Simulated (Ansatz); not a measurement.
## Where the states of MgS lie

```yaml
crystal:
  lattice:
    - [4.05431, 0.00000, 0.00000]
    - [-2.02715, 3.51113, 0.00000]
    - [0.00000, 0.00000, 6.49202]
  atoms:
    - { symbol: Mg, position: [0.33333, 0.66667, 0.99758] }
    - { symbol: Mg, position: [0.66667, 0.33333, 0.49758] }
    - { symbol: S, position: [0.33333, 0.66667, 0.37842] }
    - { symbol: S, position: [0.66667, 0.33333, 0.87842] }
```

Conventional cell: a = 4.054 Å, b = 4.054 Å, c = 6.492 Å, α = 90.00°, β = 90.00°, γ = 120.00°. Mg (atom 1) is surrounded by 4 S at 2.47 Å. S (atom 3) is surrounded by 4 Mg at 2.47 Å.

The cell was built from the wurtzite type and relaxed in the same program, and has space group P6_3mc; it needn't be a known or the stable phase.

Computed with DFT, PBE, all-electron LAPW, scalar-relativistic (Ansatz 0.2.0).

Sampling and basis: a Γ-centred 12×12×7 k mesh, Fermi–Dirac smearing of 0.05 eV, basis error target 0.5 meV/atom, no spin polarisation.

States per eV and cell, averaged over 0.4 eV, from -3.1 to 3.9 eV, with energies (bin centres) from the valence-band top; empty bins are left out. The partial columns, the largest 3 alone, are projections on Löwdin-orthogonalised atomic shells (those that the program's projection atoms carry: the occupied ones and, for some elements, an empty d or f shell; other empty shells have no column), summed over atoms of an element. Weights on diffuse s and p shells depend on that basis and aren't pure angular character.

```tsv
E (eV)	total	S 3p	Mg 3s	S 3s
-3.0	2.21	1.74	0.43	0.02
-2.6	4.88	3.83	0.90	0.09
-2.2	1.91	1.55	0.27	0.06
-1.8	2.79	2.51	0.16	0.04
-1.4	3.80	3.56	0.11	0.03
-1.0	5.43	5.20	0.06	0.02
-0.6	7.29	7.08	0.03	0.01
-0.2	1.68	1.65	0.00	0.00
3.4	0.01	0.00	0.01	0.00
3.8	0.08	0.01	0.05	0.02
```

Q: Which of the resolved shells contributes most in the top eV of the valence band?

A: S 3p, with 97 % of all states there; Mg 3s follows with 0 %.
